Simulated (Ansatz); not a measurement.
# CuO (Tenorite): the cost of one run

Program: Ansatz 0.2.0 through its Python package. Level of theory: DFT RPBE, plane waves, PAW. These are calculated values, not measurements.

## (1) The structure

Symmetry: C2/c, No. 15, monoclinic system. The conventional cell has a = 4.684 Å, b = 3.423 Å, c = 5.129 Å, α = 90.00°, β = 99.54°, γ = 90.00°. Around Cu (site symmetry -1) lie 4 O at 1.95 to 1.96 Å. O (site symmetry 2) is surrounded by 4 Cu at 1.95 to 1.96 Å.

Input file POSCAR_cuo:

```text
CuO
1.0
   2.34185000   -1.71130000    0.00000000
   2.34185000    1.71130000    0.00000000
  -0.85002743    0.00000000    5.05786939
Cu O
2 2
Direct
   0.00000000    0.50000000    0.00000000
   0.50000000    0.00000000    0.50000000
   0.58160000    0.41840000    0.25000000
   0.41840000    0.58160000    0.75000000
```

## (2) The code

Input file cuo_slab.py:

```python
"""Cutting and solving a surface of CuO."""

import ansatz
from ase.build import surface
from ase.io import read
import numpy as np

atoms = read("POSCAR_cuo", format="vasp")
# the plane is named in the basis of this cell
slab = surface(atoms, (0, 0, 1), 2, vacuum=6.0)
slab.pbc = True

print(slab.get_chemical_formula(), "area {:.3f} A^2, cell height {:.2f} A".format(np.linalg.norm(np.cross(slab.cell[0], slab.cell[1])), slab.cell[2, 2]))


def common(structure):
    return (
        ansatz.Crystal.from_ase(structure).calculation()
        .functional("rpbe")
        .basis(530, density_ratio=6)
        .occupations("cold", width=0.05)
        .scf(tolerance=1e-07, extra_bands=2)
    )


calc = (
    common(slab)
    .kpoints(6, 6, 1)
    .electric_field(axis=3, dipole_correction=True)
    .potential()
    .forces()
)
out = calc.run(threads=1, pin="off")
summary = out.report

print(f"slab free energy {summary['free_energy_ev']:.4f} eV, Fermi level {summary['fermi_energy_ev']:.3f} eV")
face = summary["work_function"]
print("work function (eV), upper and lower face:", *(round(face[k], 3) for k in ("phi_plus_ev", "phi_minus_ev") if face.get(k) is not None))
print(f"dipole {face['dipole_moment_e_ang']:+.4f} e A")

# surface energy from the bulk energy at the same settings
bulk = common(atoms).kpoints(8, 8, 5).run(threads=1, pin="off").report
excess = summary["free_energy_ev"] - bulk["free_energy_ev"] * len(slab) / len(atoms)
area = np.linalg.norm(np.cross(slab.cell[0], slab.cell[1]))
print(f"mean surface energy {excess / (2 * area) * 16.02177:.3f} J/m^2 ({1000 * excess / (2 * area):.1f} meV/A^2)")

v = out.potential()
profile = (v.v_es_ev + (0 if v.v_field_ev is None else v.v_field_ev)).mean(axis=(0, 1))
height = out.lattice.cell_ang[2][2]
print("z (A)   planar potential less the Fermi level (eV)")
for i in range(0, len(profile), max(len(profile) // 24, 1)):
    print(f"{i * height / len(profile):6.2f} {profile[i] - summary['fermi_energy_ev']:9.3f}")
```

## (3) Running it

Run with:

```sh
python cuo_slab.py
```

**Question.** How long does this script take on 1 thread of Arm Neoverse V2, shared host, and how much memory does it need?

About 39 s, with a peak of 0.67 GiB.
